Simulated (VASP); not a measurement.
Input of a VASP 6.6.1 run:

Contents of INCAR:

```
SYSTEM = SnO2
PREC = Accurate
ENCUT = 600
EDIFF = 1E-6
ISMEAR = 0
SIGMA = 0.03
LREAL = .False.
LASPH = .True.
NELM = 80
ALGO = Normal
ISIF = 3
LWAVE = .False.
LCHARG = .False.
GGA = PS
IBRION = 2
NSW = 90
EDIFFG = -0.01
KPAR = 2
```

Contents of KPOINTS:

```
Automatic mesh
0
Gamma
  6 6 8
  0 0 0
```

POSCAR

```
SnO2
1.0
    4.7380000000      0.0000000000      0.0000000000
    0.0000000000      4.7380000000      0.0000000000
    0.0000000000      0.0000000000      3.1865000000
Sn O
2 4
Direct
    0.0000000000      0.0000000000      0.0000000000
    0.5000000000      0.5000000000      0.5000000000
    0.3071000000      0.3071000000      0.0000000000
    0.1929000000      0.8071000000      0.5000000000
    0.6929000000      0.6929000000      0.0000000000
    0.8071000000      0.1929000000      0.5000000000
```

Potentials or basis: VASP PAW PBE potentials, release 64 (Sn_d, O).

Launch:

```bash
$ cat potpaw_PBE.64/Sn_d/POTCAR potpaw_PBE.64/O/POTCAR > POTCAR
$ mpirun -np 2 vasp_std > vasp.out
```

(1) What does it give for the band gap on the k mesh?

(2) Estimate the relaxed cell.

(3) Estimate the space group after relaxing (to 0.05 Å).

(4) What does it give for the relaxed volume?

## Answers

(1) 0.89 eV, direct.

(2) a = 4.771 Å, b = 4.771 Å, c = 3.217 Å, α = 90.00°, β = 90.00°, γ = 90.00°.

(3) P4_2/mnm (No. 136).

(4) 12.20 Å³/atom.

Caveat: the PAW data sets were made with another functional, which shifts forces and pressure a little; spin-orbit coupling is left out, which moves the levels of the heavy elements.
